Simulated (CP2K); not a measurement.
Runs of CP2K 2026.2 on Li2Se. It takes space group Fm-3m (No. 225, cubic). The conventional cell has a = 6.005 Å, b = 6.005 Å, c = 6.005 Å, α = 90.00°, β = 90.00°, γ = 90.00°. Se (site symmetry m-3m) has 8 Li at 2.60 Å as nearest neighbours. Li (site symmetry -43m) is surrounded by 4 Se at 2.60 Å. 

| task | level | potentials or basis | smearing | EPS_DEFAULT | NGRIDS | gap on the mesh (eV) | pressure (GPa) | V0 of scaled cells (Å³/atom) | B0 (GPa) |
| --- | --- | --- | --- | --- | --- | --- | --- | --- | --- |
| single point | LDA | GTH_POTENTIALS Se GTH-PADE-q6, Li GTH-PADE-q3; TZVP-MOLOPT-PBE-GTH basis | gaussian 0.05 eV | 1.0E-10 | 5 | (a) | -2.5 | - | - |
| equation of state | PBEsol | POTENTIAL_UZH Se GTH-PBE-q6, Li GTH-PBE-q3; TZVP-MOLOPT-PBE-GTH basis | fermi-dirac 0.05 eV | 1.0E-9 | 4 | - | - | 17.76 | 34 |
| equation of state | PBE | POTENTIAL_UZH Se GTH-PBE-q6, Li GTH-PBE-q3; TZVP-MOLOPT-PBE-GTH basis | fermi-dirac 0.05 eV | 1.0E-10 | 4 | - | - | 18.15 | 33 |
| single point | PBEsol | POTENTIAL_UZH Se GTH-PBE-q6, Li GTH-PBE-q3; TZVP-MOLOPT-PBE-GTH basis | gaussian 0.02 eV | 1.0E-10 | 5 | (b) | -0.5 | - | - |
| single point | PBE | POTENTIAL_UZH Se GTH-PBE-q6, Li GTH-PBE-q3; TZVP-MOLOPT-PBE-GTH basis | fermi-dirac 0.05 eV | 1.0E-10 | 5 | 3.30 | 0.2 | - | - |

Alike in all rows: no spin polarisation; cell as given; k mesh 8 × 8 × 8.

**Question.** Estimate the missing entries.

**Answer.** (a) 3.12; (b) 3.13.

Caveats: the basis of atomic orbitals isn't converged, which shifts pressures, moduli and gaps; the potentials were made for another functional, which shifts forces and pressure (some runs).

A k mesh can miss the band edges, and the runs leave out spin-orbit coupling on Se.

Not every run made on this cell is shown here.
